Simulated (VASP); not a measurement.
A run of VASP 6.6.1 is set up as follows.

INCAR

```
PREC     = Accurate       # precision mode
ENCUT    = 520            # plane-wave cutoff, eV
EDIFF    = 1E-6           # SCF threshold, eV
ISMEAR   = 0              # smearing method
SIGMA    = 0.03           # smearing width, eV
LREAL    = False          # projectors in reciprocal space
LASPH    = True           # aspherical terms in the spheres
NELM     = 80             # most SCF steps
ALGO     = Normal         # electronic algorithm
ISIF     = 2              # what is computed and relaxed
LWAVE    = False          # write WAVECAR
LCHARG   = False          # write CHGCAR
METAGGA  = R2SCAN         # meta-GGA
LMIXTAU  = True         
LUSE_VDW = True         
IVDW_NL  = 2            
BPARAM   = 11.95        
CPARAM   = 0.0093       
NBANDS   = 16             # bands
ICORELEVEL= 1
```

File KPOINTS:

```
Automatic mesh
0
Gamma
  12 12 4
```

Contents of POSCAR:

```
C                                       
1.0
    2.4564068544     -0.0000000000      0.0000000000
   -1.2282034273      2.1273107383     -0.0000000000
   -0.0000000000     -0.0000000000      6.6012907232
  C             
     4
Direct
     0.0000000000000000    0.0000000000000000    0.2500000000000000
     1.0000000000000000    0.0000000000000000    0.7500000000000000
     0.3333333300000021    0.6666666699999979    0.2500000000000000
     0.6666666699999979    0.3333333300000021    0.7500000000000000
```

The input KPOINTS_OPT:

```
explicit points
186
Reciprocal
 0.0000000000  0.0000000000  0.0000000000 1
 0.0263157895  0.0000000000  0.0000000000 1
 0.0526315789  0.0000000000  0.0000000000 1
 0.0789473684  0.0000000000  0.0000000000 1
 0.1052631579  0.0000000000  0.0000000000 1
 0.1315789474  0.0000000000  0.0000000000 1
[... 178 lines left out ...]
 0.5000000000  0.0000000000  0.5000000000 1
 0.5000000000  0.0000000000  0.0000000000 1
```

Potentials or basis: VASP PAW PBE potentials, release 64 (C).

The run is started by

```sh
$ cat potpaw_PBE.64/C/POTCAR > POTCAR
$ mpirun -np 1 vasp_std > vasp.out
```

Problem. Estimate the band gap along the path.

Solution. None (metal or under the smearing width).

Problem. What does it give for the pressure?

Solution. 0.5 GPa.

Stress tensor (GPa, compression positive):
```
0.57 0.00 0.00
0.00 0.57 0.00
0.00 0.00 0.25
```

Caveat: the PAW data sets were made with another functional, which shifts forces and pressure a little.
